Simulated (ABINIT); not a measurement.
**CuAu in ABINIT: the effect of functional**

CuAu:

```
CELL_PARAMETERS angstrom
2.81075 0.00000 0.00000
0.00000 2.81075 0.00000
0.00000 0.00000 3.68500
ATOMIC_POSITIONS crystal
Au 0.00000 0.00000 0.00000
Cu 0.50000 0.50000 0.50000
```

Alike in all runs:

| Quantity | Value |
| --- | --- |
| Program | ABINIT 10.8.3 (patched build) |
| Task | band structure |
| Potentials or basis | JTH PAW PBE v2.0 |
| Cutoff | 844 eV |
| k mesh | 9 × 9 × 7 |
| Occupations | fermi-dirac, width 0.05 eV |
| Spin | no spin polarisation |

Question: One run gave: pressure 14.8 GPa. Which functional did it use?
A. SCAN
B. BLYP
C. RPBE
D. PBEsol
E. PW91

Answer: B.

```csv
functional,pressure (GPa)
PBE,4.5
LDA,-8.4
PBEsol,-3.7
RPBE,8.5
BLYP,14.8
AM05,-4.3
r2SCAN,0.1
SCAN,-3.3
revPBE,7.4
PW91,4.7
```

Caveats: the PAW data sets were made with another functional, which shifts forces and pressure a little (some runs).
